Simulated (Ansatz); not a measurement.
The system is LiH.

```
Li H
1.0
     0.00000    2.03675    2.03675
     2.03675    0.00000    2.03675
     2.03675    2.03675    0.00000
Li H
1 1
Direct
  0.00000 0.00000 0.00000
  0.50000 0.50000 0.50000
```

Base run:

* Program: Ansatz 0.2.0
* Functional: PBEsol
* Potentials or basis: Ansatz PAW
* Cutoff: 420 eV
* Density cutoff: 1680 eV
* k mesh: 10 × 10 × 10
* Occupations: fixed
* Spin: no spin polarisation

Its results: band gap on the k mesh 2.79 eV, direct; pressure -2.3 GPa.

Problem. The run is repeated on the same cell with these changes: functional from PBEsol to LDA; level from pbesol to lda. What comes out?

Solution. Band gap on the k mesh 2.66 eV, direct; pressure -4.1 GPa.

Caveats: the PAW data sets come from PBE, with cores solved anew for the run's functional, which leaves a small shift of forces and pressure.

Not every run made on this cell is shown here.
